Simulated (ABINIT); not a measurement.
LiH:

```
CELL_PARAMETERS angstrom
0.00000 2.03675 2.03675
2.03675 0.00000 2.03675
2.03675 2.03675 0.00000
ATOMIC_POSITIONS crystal
Li 0.00000 0.00000 0.00000
H 0.50000 0.50000 0.50000
```

Base run:

| Quantity | Value |
| --- | --- |
| Program | ABINIT 10.8.3 (patched build) |
| Functional | PBEsol |
| Potentials or basis | PseudoDojo NC SR PBEsol v0.4.1 standard |
| Cutoff | 898 eV |
| k mesh | 8 × 8 × 8 |
| Occupations | fermi-dirac, width 0.05 eV |
| Spin | no spin polarisation |

Its results: band gap on the k mesh 2.79 eV, direct; pressure -2.7 GPa.

Q: The run is repeated on the same cell with these changes: functional from PBEsol to AM05. What comes out?

A: Band gap on the k mesh 2.79 eV, direct; pressure -2.0 GPa.

Caveats: the potentials were made for another functional, which shifts forces and pressure (some runs).

A k mesh can miss the band edges.
